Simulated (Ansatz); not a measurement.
The parent structure is BaSnO3 in the cubic perovskite structure (space group Pm-3m, No. 221; a = 4.176 Å).

All numbers come from PBE/PAW in Ansatz (a program for electronic structure), no spin-orbit coupling, earlier PAW set.

One change was made to it. Results:

```
quantity                    base            after
---------------  ---------------  ---------------
volume per atom         14.57 Å³         13.32 Å³
band gap                 0.48 eV          1.61 eV
gap character    indirect, R → Γ  indirect, R → Γ
```

### Question
Name the change that was made.
A) pressure 4.5 GPa
B) pressure 0.9 GPa
C) pressure 15 GPa
D) pressure 2.1 GPa

### Answer
C, pressure 15 GPa. For comparison, the band gap in the other runs: pressure 2.1 GPa gives 0.66 eV; pressure 0.9 GPa gives 0.56 eV; pressure 4.5 GPa gives 0.86 eV.

Load acts through the strain it causes; cell and atoms are relaxed under it. Stability against distortions was not tested. Competing high-pressure phases were not computed.
